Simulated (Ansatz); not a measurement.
Arsenic (diamond) across density functionals

All rows: Ansatz, plane waves with scalar-relativistic PAW, 420 eV (500 eV for the SCAN forms), relaxed under each functional, no dispersion correction, no zero-point motion. B₀ comes from uniform scaling at fixed shape; a dash is a value not given.

| functional | V (Å³/atom) | cell | B₀ (GPa) | magnetic state | ΔE to grey arsenic (A7) (meV/atom) |
| --- | --- | --- | --- | --- | --- |
| PBE | 28.60 | a = 6.116 Å | 46 | spin not included | 317 |
| r²SCAN | 27.93 | a = 6.068 Å | 50 | spin not included | 424 |
| PBEsol | 27.19 | a = 6.014 Å | 51 | spin not included | 388 |
| LDA | 26.55 | a = 5.967 Å | 53 | spin not included | 403 |
| RPBE | 29.55 | a = 6.184 Å | 42 | spin not included | 365 |
| BLYP | 30.72 | a = 6.264 Å | 40 | spin not included | 302 |

(1) What does revPBE give?

Results:

(1) V (Å³/atom): 29.29; cell: a = 6.165 Å; B₀ (GPa): 43; magnetic state: spin not included; ΔE to grey arsenic (A7) (meV/atom): 358.
